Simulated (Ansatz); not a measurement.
# C (Fd-3m) in Ansatz: further runs

Runs on C. Level: PBE. Tasks: band structure, single point, equation of state.

All numbers are computed with Ansatz 0.2.0; they aren't measurements. Logs are shortened: lines on timing, memory, paths and dates and some standing lists are left out, and cuts for length are marked.

**Measured values to compare with.**

From “Equation of state of cubic boron nitride at high pressures and temperatures”, 2007, arxiv:cond-mat/0702656, for a bulk crystal of C: bulk modulus 444.8 ± 0.8 GPa.

The runs below are set against these values where they give the same quantity.

**1. The structure**

It takes space group Fd-3m (No. 227, cubic). Conventional cell: a = 3.567 Å, b = 3.567 Å, c = 3.567 Å, α = 90.00°, β = 90.00°, γ = 90.00°. C (site symmetry -43m) has 4 C at 1.54 Å as nearest neighbours.

This isn't the form of C at room conditions, which is graphite.

**2. Band structure, PBE**

The input, input.yaml:

```yaml
crystal:
  lattice:
    - [0.0, 1.78337, 1.78337]
    - [1.78337, 0.0, 1.78337]
    - [1.78337, 1.78337, 0.0]
  atoms:
    - { symbol: C, position: [0.75, 0.75, 0.75] }
    - { symbol: C, position: [0.5, 0.5, 0.5] }
hamiltonian:
  xc: pbe
  pseudopotentials: { kind: paw, core: small }
kpoints:
  mp_grid: { grid: [13, 13, 13] }
  band_path:
    path:
      - [[0.0, 0.0, 0.0], [0.5, 0.0, 0.5], [0.5, 0.25, 0.75], [0.375, 0.375, 0.75], [0.0, 0.0, 0.0], [0.5, 0.5, 0.5], [0.625, 0.25, 0.625], [0.5, 0.25, 0.75], [0.5, 0.5, 0.5], [0.375, 0.375, 0.75]]
      - [[0.625, 0.25, 0.625], [0.5, 0.0, 0.5]]
    npoints: 14
scf:
  occupations: { method: fermi_dirac, width: 0.05 }
  n_extra_bands: 6
output:
  forces: true
  stress: true
  eigenvalues: true
  fatbands: true
```

Potentials or basis: Ansatz PAW.

Started as:

```
> ansatz run input.yaml --threads 2 --pin off --max-ram 5120MiB --backend cpu --events-out ev --progress --plain --runs-dir out
```

Standard output:

```text
Warning: RAYON_NUM_THREADS=2 ignored (pool sized by the plan → 2); use --threads N
scf.n_extra_bands = 6 over 4 filled bands (N_el = 8.0): the run solves 10 bands
Engine: ansatz 0.2.0, aarch64-unknown-linux-gnu
Pseudopotentials: kind: paw
Pseudopotential: C, paw, valence charge 4, recommended cutoff 420 eV (normal), C.paw.azcp
Functional definition: PBE
  parameter kappa = 0.804
  parameter beta = 0.06672455060314922
  exchange = pbe_x(kappa = kappa, mu = beta*pi^2/3)
  correlation = pbe_c(beta = beta)
Crystal: 2 atoms, lattice volume = 11.344 Å³
Basis set: ecut = 420 eV, 229 PW (Γ), exchange–correlation on 36×36×36 points (8 copies of the dense FFT grid, shifted against one another)
Bands: 10, of which v1, the nominal top of the filled ones, is band 4 counted from 1 (3 counted from 0)
Symmetry: 48 space group operations
Space group: Fd-3m (ITA 227), of the structure as read, at distance tolerance 2.2e-5 Å
k-points: 84 of 2197
Non-local potential: C, projectors of the file, l = 0: 2, l = 1: 2, l = 2: 1
PAW form: soft (Blöchl's): semilocal exchange-correlation on the pseudo side does not see the compensation charge
PAW one-centre angular grid: C, 110 points (default); XC on 64 Gauss nodes
Initial density: superposition of atomic densities (neutral atoms: chi_scale 0, normalization atom), corrected by the library's trained network
Initial wavefunctions: pseudopotential atomic-orbital guess
Functional: x = pbe(κ = 0.804, μ = 0.2195149727645171), c = pbe(β = 0.06672455060314922)
SCF iter   1: F=—  HF=-501.615376 eV  |F-HF|=—  |Δ(HF+E_count)|=         —  Δρ=1.73e-3  dr2=8.45e-5  ethr=1.77e-3  ⟨swp⟩=4.8  Hψ=4885  notcnv=0  defer=2
preconditioner: auto → none  [insulator: Δε(μ)=4.159 eV  Ē_g=23.214 eV  σ=0.050 eV  W_gap=1.00  n_scr=0 (ndim 8)  ℏωp=31.2 eV  f_vac=0.000  D(μ)=0.00/eV (n_scr^D=0)  ε∞_Penn≈2.8]
SCF iter   2: F=—  HF=-501.615448 eV  |F-HF|=—  |Δ(HF+E_count)|=   7.20e-5  Δρ=9.25e-4  dr2=2.85e-5  ethr=1.06e-6  ⟨swp⟩=2.1  Hψ=1811  notcnv=0  defer=46
SCF iter   3: F=—  HF=-501.615499 eV  |F-HF|=—  |Δ(HF+E_count)|=   5.12e-5  Δρ=1.98e-4  dr2=3.01e-6  ethr=3.56e-7  ⟨swp⟩=2.0  Hψ=1017  notcnv=0  defer=46
SCF iter   4: F=—  HF=-501.615499 eV  |F-HF|=—  |Δ(HF+E_count)|=   9.06e-7  Δρ=8.04e-5  dr2=4.86e-7  ethr=3.76e-8  ⟨swp⟩=1.5  Hψ=786  notcnv=0  defer=46
iter 5 did not close the SCF: its close was put off for the readings that it lacked (scf_convergence_deferred on its scf_iter line)
SCF iter   5: F=-501.615498 eV  HF=-501.615498 eV  |F-HF|=1.48e-10  |Δ(HF+E_count)|=   1.58e-7  Δρ=3.59e-6  dr2=6.18e-10  ethr=6.08e-9  ⟨swp⟩=2.5  Hψ=1028  notcnv=0  defer=46
SCF iter   6: F=-501.615498 eV  HF=-501.615498 eV  |F-HF|=1.32e-11  |Δ(HF+E_count)|=  1.39e-10  Δρ=3.02e-7  dr2=4.55e-12  ethr=7.72e-12  ⟨swp⟩=4.2  Hψ=3497  notcnv=0
SCF 1 converged in 6 iterations: F = -501.615498 eV  dr2 = 4.55e-12
NSCF: frozen V_eff on 142 k-points
SCF converged after 6 iterations
Free energy (F): -501.615498 eV
Harris-Foulkes:  -501.615498 eV  (|F-HF|=1.32e-11)
Internal energy: -501.615498 eV  (E = F + TS)
E sigma→0 (E₀):  -501.615498 eV
Fermi energy:    15.369107 eV
--- Per-component energies (eV) ---
  E_band       = 34.706536
  E_kinetic    = 184.535774
  E_local      = -122.399859  (includes V_loc(G=0)·N_el)
  E_nonlocal   = 53.316453
  E_hartree    = 26.768429
  E_xc         = -97.431437
  E_vxc        = -120.957159  (∫ρ·V_xc dr)
  E_paw        = -198.443512  (= ΣΔE_a)
  E_vpaw       = -13.325559  (= ΣTr[D̂ρ^β])
  E_aug_tail   = 0.000018  (compensation charges beyond the density's cutoff)
  E_ewald      = -347.961363
  E_smearing   = -0.000000  (= −TS)
  E_closure    = -0.000000  (closes the sum)
  Σ components = -501.615498   (vs F -501.615498, Δ=0.00e0)
--- Forces (eV/Å), atoms counted from 1 ---
  atom   1  C     -0.00000000    -0.00000000    -0.00000000
  atom   2  C      0.00000000    -0.00000000     0.00000000
  max |Σ_I F_I| component: 7.40e-17 eV/Å
--- Stress (GPa, compression-positive) ---
        1.776129       0.000000      -0.000000
        0.000000       1.776129      -0.000000
       -0.000000      -0.000000       1.776129
  P = ⅓ Tr σ = 1.7761 GPa (17.761 kbar)
--- Band table (eV; the first three rows and the last of 84) ---
  k-point 0: bands = ["-8.1626", "13.3165", "13.3165", "13.3165", "18.9104", "18.9104", "18.9104", "26.5945", "32.5704", "39.8360"]
  k-point 1: bands = ["-7.9988", "12.2497", "13.0366", "13.0366", "19.2753", "19.2753", "19.5390", "26.7366", "32.8472", "37.8673"]
  k-point 2: bands = ["-7.5090", "9.9811", "12.4063", "12.4063", "20.1018", "20.1018", "20.5594", "27.1504", "33.4634", "36.2870"]
  k-point 83: bands = ["0.5349", "1.9840", "4.6652", "5.6449", "23.5143", "23.5955", "25.3910", "26.6940", "33.6849", "35.4342"]
```

bands.tsv:

```text
# k_distance	band_0	band_1	band_2	band_3	band_4	band_5	band_6	band_7	band_8	band_9
# fermi_ev = 15.369107
# lock_threshold_ev = 1e-12
# [0, 0, 0] at k_distance = 0.000000
[... 152 lines left out ...]
11.041164	-14.752962	-14.630139	-9.335619	-8.182467	2.886009	4.155779	14.230544	14.481340	19.944159	21.421693
11.085651	-14.769968	-14.688227	-9.068094	-8.236347	2.833662	3.743585	14.383580	14.556753	20.278697	21.341397
11.130138	-14.786310	-14.735749	-8.830605	-8.280551	2.790759	3.389439	14.511233	14.622432	20.571789	21.273470
11.174625	-14.800428	-14.772722	-8.632838	-8.315026	2.757334	3.101912	14.612092	14.674793	20.813944	21.219053
11.219113	-14.811226	-14.799139	-8.483801	-8.339701	2.733429	2.889246	14.685001	14.712913	20.995665	21.179301
11.263600	-14.817980	-14.814991	-8.390999	-8.354526	2.719075	2.758451	14.729100	14.736084	21.108606	21.155085
11.308087	-14.820276	-14.820276	-8.359471	-8.359471	2.714288	2.714288	14.743859	14.743859	21.146951	21.146951
```

It took 0.66 s on 2 threads of Arm Neoverse V2, shared host; peak memory 0.24 GiB.

What came out:

- Free energy: -501.6155 eV
- Pressure: 1.8 GPa
- Band gap on the k mesh: 4.15 eV, indirect (least direct gap 5.59 eV)
- Band gap along the path: 4.14 eV, indirect (least direct gap 5.59 eV)

Levels at the corners of the path, in eV from the valence-band top:
| point | band 1 | band 2 | band 3 | band 4 | band 5 | band 6 | band 7 | band 8 | band 9 |
| --- | --- | --- | --- | --- | --- | --- | --- | --- | --- |
| Γ | -21.48 | 0.00 | 0.00 | 0.00 | 5.59 | 5.59 | 5.59 | 13.28 | 19.25 |
| X | -12.77 | -12.77 | -6.31 | -6.31 | 4.77 | 4.77 | 16.80 | 16.80 | 23.20 |
| W | -11.98 | -11.98 | -8.33 | -8.33 | 10.62 | 10.62 | 12.30 | 12.30 | 21.31 |
| K | -12.98 | -11.74 | -9.32 | -5.37 | 5.68 | 10.74 | 14.36 | 15.61 | 18.67 |
| Γ | -21.48 | 0.00 | 0.00 | 0.00 | 5.59 | 5.59 | 5.59 | 13.28 | 19.25 |
| L | -15.70 | -13.38 | -2.81 | -2.81 | 8.47 | 8.47 | 8.83 | 15.68 | 21.86 |
| U | -12.98 | -11.74 | -9.32 | -5.37 | 5.68 | 10.74 | 14.36 | 15.61 | 18.67 |
| W | -11.98 | -11.98 | -8.33 | -8.33 | 10.62 | 10.62 | 12.30 | 12.30 | 21.31 |
| L | -15.70 | -13.38 | -2.81 | -2.81 | 8.47 | 8.47 | 8.83 | 15.68 | 21.86 |
| K | -12.98 | -11.74 | -9.32 | -5.37 | 5.68 | 10.74 | 14.36 | 15.61 | 18.67 |
| U | -12.98 | -11.74 | -9.32 | -5.37 | 5.68 | 10.74 | 14.36 | 15.61 | 18.67 |
| X | -12.77 | -12.77 | -6.31 | -6.31 | 4.77 | 4.77 | 16.80 | 16.80 | 23.20 |

Caveat: the pressure holds a Pulay correction of +1.0 GPa for the finite cutoff. As with any semilocal functional, this PBE gap is likely too small.

**3. Single point, PBE, 5.33 Å³/atom (volume scaled by 0.94)**

The input, input.yaml:

```yaml
crystal:
  lattice:
    - [0.0, 1.7469644787, 1.7469644787]
    - [1.7469644787, 0.0, 1.7469644787]
    - [1.7469644787, 1.7469644787, 0.0]
  atoms:
    - { symbol: C, position: [0.75, 0.75, 0.75] }
    - { symbol: C, position: [0.5, 0.5, 0.5] }
hamiltonian:
  xc: pbe
  pseudopotentials: { kind: paw, source: jth }
kpoints:
  mp_grid: { grid: [13, 13, 13] }
scf:
  occupations: { method: fermi_dirac, width: 0.05 }
output:
  forces: true
  stress: true
  eigenvalues: true
```

Potentials or basis: JTH PAW.

Started as:

```
> ansatz run input.yaml --threads 2 --pin off --max-ram 5120MiB --backend cpu --events-out ev --progress --plain --runs-dir out
```

Standard output:

```text
Warning: the checks of this C dataset prove no rule for summing its radial tables, as where they were carried onto another mesh than they were made on, and Gregory's rule is taken, under which a leading mesh point left out moves its sums only by what lay on the interval it spanned. That does not make them correct, and they differ from Quantum ESPRESSO's on this file; a re-export a fraction of a mesh step off can move them. hamiltonian.pseudopotentials.radial_quadrature: simpson_from_first_knot sums it by `pw.x`'s rule; on a PAW file no value gives `pw.x`'s numbers. What more to know: hamiltonian.pseudopotentials.radial_quadrature, in the input reference
Warning: RAYON_NUM_THREADS=2 ignored (pool sized by the plan → 2); use --threads N
[... 2 set-up lines as earlier in the session ...]
Pseudopotential: C, paw, valence charge 4, recommended cutoff 780 eV (normal), C.paw.azcp
[... 5 set-up lines as earlier in the session ...]
Crystal: 2 atoms, lattice volume = 10.663 Å³
Basis set: ecut = 780 eV, 531 PW (Γ), exchange–correlation on 64×64×64 points (8 copies of the dense FFT grid, shifted against one another)
Bands: 8, of which v1, the nominal top of the filled ones, is band 4 counted from 1 (3 counted from 0)
[... 2 set-up lines as earlier in the session ...]
k-points: 84 of 2197
Non-local potential: C, projectors of the file, l = 0: 2, l = 1: 2
[... 1 set-up line as earlier in the session ...]
PAW one-centre angular grid: C, 110 points (default); XC on 81 of its mesh's 739 points in the sphere
Initial density: superposition of atomic densities (chi_scale 0.1, normalization cell)
[... 2 set-up lines as earlier in the session ...]
SCF iter   1: F=—  HF=-502.235080 eV  |F-HF|=—  |Δ(HF+E_count)|=         —  Δρ=1.54e-1  dr2=1.81e0  ethr=3.10e-3  ⟨swp⟩=5.8  Hψ=5678  notcnv=0
preconditioner: auto → none  [insulator: Δε(μ)=5.047 eV  Ē_g=20.568 eV  σ=0.050 eV  W_gap=1.00  n_scr=0 (ndim 8)  ℏωp=32.2 eV  f_vac=0.000  D(μ)=0.00/eV (n_scr^D=0)  ε∞_Penn≈3.4]
SCF iter   2: F=—  HF=-501.657090 eV  |F-HF|=—  |Δ(HF+E_count)|=   5.78e-1  Δρ=6.51e-2  dr2=3.10e-1  ethr=3.10e-3  ⟨swp⟩=2.7  Hψ=1958  notcnv=0
SCF iter   3: F=—  HF=-501.567997 eV  |F-HF|=—  |Δ(HF+E_count)|=   8.91e-2  Δρ=3.69e-3  dr2=5.22e-4  ethr=3.10e-3  ⟨swp⟩=2.9  Hψ=1349  notcnv=0
SCF iter   4: F=—  HF=-501.568491 eV  |F-HF|=—  |Δ(HF+E_count)|=   4.94e-4  Δρ=3.33e-4  dr2=4.34e-6  ethr=6.52e-6  ⟨swp⟩=2.6  Hψ=1023  notcnv=0
SCF iter   5: F=—  HF=-501.569324 eV  |F-HF|=—  |Δ(HF+E_count)|=   8.33e-4  Δρ=2.11e-5  dr2=1.25e-8  ethr=1.25e-9  ⟨swp⟩=5.3  Hψ=4296  notcnv=0
SCF iter   6: F=-501.569324 eV  HF=-501.569324 eV  |F-HF|=2.35e-11  |Δ(HF+E_count)|=   2.30e-8  Δρ=6.74e-7  dr2=2.73e-11  ethr=1.56e-10  ⟨swp⟩=2.4  Hψ=2316  notcnv=0
SCF 1 converged in 6 iterations: F = -501.569324 eV  dr2 = 2.73e-11
SCF converged after 6 iterations
Free energy (F): -501.569324 eV
Harris-Foulkes:  -501.569324 eV  (|F-HF|=2.35e-11)
Internal energy: -501.569324 eV  (E = F + TS)
E sigma→0 (E₀):  -501.569324 eV
Fermi energy:    16.599460 eV
--- Per-component energies (eV) ---
  E_band       = 40.984011
  E_kinetic    = 192.920448
  E_local      = -97.619006  (includes V_loc(G=0)·N_el)
  E_nonlocal   = 29.520875
  E_hartree    = 25.550667
  E_xc         = -119.335473
  E_vxc        = -124.301082  (∫ρ·V_xc dr)
  E_paw        = -177.394220  (= ΣΔE_a)
  E_vpaw       = -10.638538  (= ΣTr[D̂ρ^β])
  E_aug_tail   = 0.000019  (compensation charges beyond the density's cutoff)
  E_ewald      = -355.212636
  E_smearing   = -0.000000  (= −TS)
  E_closure    = -0.000000  (closes the sum)
  Σ components = -501.569324   (vs F -501.569324, Δ=0.00e0)
--- Forces (eV/Å), atoms counted from 1 ---
  atom   1  C     -0.00000000    -0.00000000    -0.00000000
  atom   2  C     -0.00000000    -0.00000000    -0.00000000
  max |Σ_I F_I| component: 2.96e-16 eV/Å
--- Stress (GPa, compression-positive) ---
       31.497969      -0.000000       0.000000
        0.000000      31.497969       0.000000
        0.000000       0.000000      31.497969
  P = ⅓ Tr σ = 31.4980 GPa (314.980 kbar)
--- Band table (eV; the first three rows and the last of 84) ---
  k-point 0: bands = ["-7.8373", "14.4834", "14.4834", "14.4834", "20.2455", "20.2455", "20.2455", "29.2383"]
  k-point 1: bands = ["-7.6664", "13.3625", "14.1848", "14.1848", "20.6367", "20.6367", "20.9401", "29.3385"]
  k-point 2: bands = ["-7.1551", "10.9902", "13.5156", "13.5156", "21.5169", "21.5169", "22.1037", "29.6233"]
  k-point 83: bands = ["1.3167", "2.8271", "5.2903", "6.3169", "24.9257", "25.1392", "27.3889", "28.6505"]
```

It took 0.58 s on 2 threads of Arm Neoverse V2, shared host; peak memory 0.27 GiB.

Results:

```
Free energy            : -501.5693 eV
Pressure               : 31.5 GPa
Band gap on the k mesh : 4.27 eV, indirect (least direct gap 5.76 eV)
```

Caveat: odd divisions of the mesh miss points on the zone boundary, where band edges often lie, so the gap on the mesh can be too wide.

**4. Single point, PBE, 5.44 Å³/atom (volume scaled by 0.96)**

Changes to input.yaml since step 3:

```diff
@@ -2,5 +2,5 @@
   lattice:
-    - [0.0, 1.7469644787, 1.7469644787]
-    - [1.7469644787, 0.0, 1.7469644787]
-    - [1.7469644787, 1.7469644787, 0.0]
+    - [0.0, 1.7592674508, 1.7592674508]
+    - [1.7592674508, 0.0, 1.7592674508]
+    - [1.7592674508, 1.7592674508, 0.0]
   atoms:
```

Started as:

```
> ansatz run input.yaml --threads 2 --pin off --max-ram 5120MiB --backend cpu --events-out ev --progress --plain --runs-dir out
```

Run time: 0.6 s. Hardware: 2 threads of Arm Neoverse V2, shared host; peak memory 0.28 GiB.

Results (log left out):

```yaml
Free_energy: -501.6059 eV
Pressure: 20.4 GPa
Band_gap_on_the_k_mesh: 4.23 eV, indirect (least direct gap 5.70 eV)
```

Caveat: odd divisions of the mesh miss points on the zone boundary, where band edges often lie, so the gap on the mesh can be too wide.

**5. Single point, PBE, 5.56 Å³/atom (volume scaled by 0.98)**

Changes to input.yaml since step 4:

```diff
@@ -2,5 +2,5 @@
   lattice:
-    - [0.0, 1.7592674508, 1.7592674508]
-    - [1.7592674508, 0.0, 1.7592674508]
-    - [1.7592674508, 1.7592674508, 0.0]
+    - [0.0, 1.7714007132, 1.7714007132]
+    - [1.7714007132, 0.0, 1.7714007132]
+    - [1.7714007132, 1.7714007132, 0.0]
   atoms:
```

Started as:

```
> ansatz run input.yaml --threads 2 --pin off --max-ram 5120MiB --backend cpu --events-out ev --progress --plain --runs-dir out
```

It took 0.6 s on 2 threads of Arm Neoverse V2, shared host; peak memory 0.28 GiB.

It converged, with:

* Free energy: -501.6276 eV
* Pressure: 10.3 GPa
* Band gap on the k mesh: 4.18 eV, indirect (least direct gap 5.65 eV)

Caveat: odd divisions of the mesh miss points on the zone boundary, where band edges often lie, so the gap on the mesh can be too wide.

**6. Single point, PBE, 5.67 Å³/atom**

Changes to input.yaml since step 5:

```diff
@@ -2,5 +2,5 @@
   lattice:
-    - [0.0, 1.7714007132, 1.7714007132]
-    - [1.7714007132, 0.0, 1.7714007132]
-    - [1.7714007132, 1.7714007132, 0.0]
+    - [0.0, 1.78337, 1.78337]
+    - [1.78337, 0.0, 1.78337]
+    - [1.78337, 1.78337, 0.0]
   atoms:
```

Potentials or basis: JTH PAW.

Started as:

```
> ansatz run input.yaml --threads 2 --pin off --max-ram 5120MiB --backend cpu --events-out ev --progress --plain --runs-dir out
```

It took 0.6 s on 2 threads of Arm Neoverse V2, shared host; peak memory 0.28 GiB.

It converged, with:

| Quantity | Value |
| --- | --- |
| Free energy | -501.6356 eV |
| Pressure | 1.1 GPa |
| Band gap on the k mesh | 4.14 eV, indirect (least direct gap 5.59 eV) |

Caveat: odd divisions of the mesh miss points on the zone boundary, where band edges often lie, so the gap on the mesh can be too wide.

**7. Single point, PBE, 5.79 Å³/atom (volume scaled by 1.02)**

Changes to input.yaml since step 6:

```diff
@@ -2,5 +2,5 @@
   lattice:
-    - [0.0, 1.78337, 1.78337]
-    - [1.78337, 0.0, 1.78337]
-    - [1.78337, 1.78337, 0.0]
+    - [0.0, 1.7951807415, 1.7951807415]
+    - [1.7951807415, 0.0, 1.7951807415]
+    - [1.7951807415, 1.7951807415, 0.0]
   atoms:
@@ -19 +19,5 @@
   eigenvalues: true
+  write_density: true
+  write_potential: true
+  elf: true
+  volumetric_format: npy
```

Started as:

```
> ansatz run input.yaml --threads 2 --pin off --max-ram 5120MiB --backend cpu --events-out ev --progress --plain --runs-dir out
```

Wall time 0.79 s (2 threads of Arm Neoverse V2, shared host); peak memory 0.29 GiB.

It converged, with:

- Free energy: -501.6312 eV
- Pressure: -7.2 GPa
- Band gap on the k mesh: 4.10 eV, indirect (least direct gap 5.54 eV)

Caveat: odd divisions of the mesh miss points on the zone boundary, where band edges often lie, so the gap on the mesh can be too wide.

**8. Single point, PBE, 5.90 Å³/atom (volume scaled by 1.04)**

Changes to input.yaml since step 7:

```diff
@@ -2,5 +2,5 @@
   lattice:
-    - [0.0, 1.7951807415, 1.7951807415]
-    - [1.7951807415, 0.0, 1.7951807415]
-    - [1.7951807415, 1.7951807415, 0.0]
+    - [0.0, 1.806838086, 1.806838086]
+    - [1.806838086, 0.0, 1.806838086]
+    - [1.806838086, 1.806838086, 0.0]
   atoms:
```

Started as:

```
> ansatz run input.yaml --threads 2 --pin off --max-ram 5120MiB --backend cpu --events-out ev --progress --plain --runs-dir out
```

Run time: 0.79 s. Hardware: 2 threads of Arm Neoverse V2, shared host; peak memory 0.29 GiB.

It converged, with:

```yaml
Free_energy: -501.6154 eV
Pressure: -14.9 GPa
Band_gap_on_the_k_mesh: 4.05 eV, indirect (least direct gap 5.48 eV)
```

Caveat: odd divisions of the mesh miss points on the zone boundary, where band edges often lie, so the gap on the mesh can be too wide.

**9. Single point, PBE, 6.01 Å³/atom (volume scaled by 1.06)**

Changes to input.yaml since step 8:

```diff
@@ -2,5 +2,5 @@
   lattice:
-    - [0.0, 1.806838086, 1.806838086]
-    - [1.806838086, 0.0, 1.806838086]
-    - [1.806838086, 1.806838086, 0.0]
+    - [0.0, 1.8183469191, 1.8183469191]
+    - [1.8183469191, 0.0, 1.8183469191]
+    - [1.8183469191, 1.8183469191, 0.0]
   atoms:
```

Potentials or basis: JTH PAW.

Started as:

```
> ansatz run input.yaml --threads 2 --pin off --max-ram 5120MiB --backend cpu --events-out ev --progress --plain --runs-dir out
```

It took 0.8 s on 2 threads of Arm Neoverse V2, shared host; peak memory 0.29 GiB.

The run converged. Its results:

| Item | Value |
| --- | --- |
| Free energy | -501.5894 eV |
| Pressure | -21.8 GPa |
| Band gap on the k mesh | 4.02 eV, indirect (least direct gap 5.43 eV) |

Caveat: odd divisions of the mesh miss points on the zone boundary, where band edges often lie, so the gap on the mesh can be too wide.

**10. Equation of state, PBE**

Potentials or basis: JTH PAW.

No new run: the results of the series are fitted here.

What came out:

```
Equilibrium volume                      : 5.69 Å³/atom
Bulk modulus                            : 434 GPa
Pressure derivative of the bulk modulus : 3.7
```

Energy against volume, from the lowest point:
| volume (Å³/atom) | energy (meV/atom) |
| --- | --- |
| 5.332 | 33.14 |
| 5.445 | 14.83 |
| 5.558 | 4.00 |
| 5.672 | 0.00 |
| 5.785 | 2.22 |
| 5.899 | 10.07 |
| 6.012 | 23.08 |

**11. Comparison with measurements**

Step 10. Measured bulk modulus of C: 444.8 GPa (quoted in “Equation of state of cubic boron nitride at high pressures and temperatures”, 2007, arxiv:cond-mat/0702656). This calculation gives 434 GPa (-2.5 %). 3 values of this kind are on record (442 to 444.8 GPa); this one was drawn at random among those near their median, those with a stated uncertainty first. The fit is for a static lattice scaled at fixed shape and fixed fractional positions. The cell as given is a measured one (5.67 Å³/atom); PBE puts the equilibrium volume +0.3 % from it, thermal expansion not counted.
